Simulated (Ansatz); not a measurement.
The system is GaN.

```
Ga N
1.0
     3.18000    0.00000    0.00000
    -1.59000    2.75396    0.00000
     0.00000    0.00000    5.16600
Ga N
2 2
Cartesian
  1.5900 0.9180 2.5830
  0.0000 1.8360 0.0000
  1.5900 0.9180 4.5203
  0.0000 1.8360 1.9373
```

Base run:

- Program: Ansatz 0.2.0
- Functional: PBE0
- Potentials or basis: Ansatz PAW
- Cutoff: 420 eV
- Density cutoff: 1680 eV
- k mesh: 6 × 6 × 3
- Occupations: fermi-dirac, width 0.05 eV
- Spin: no spin polarisation

Its results: band gap on the k mesh 3.93 eV, direct; largest force 0.156 eV/Å.

**Question.** The run is repeated on the same cell with these changes: functional from PBE0 to revPBE. What comes out?

**Answer.** Band gap on the k mesh 1.99 eV, direct; largest force 0.140 eV/Å.

PBE0 gives the wider gap, since exact exchange removes part of the self-interaction.

Caveats: the PAW data sets come from PBE, with cores solved anew for the run's functional, which leaves a small shift of forces and pressure; the potentials were made for another functional, which shifts forces and pressure (some runs).

Not every run made on this cell is shown here.
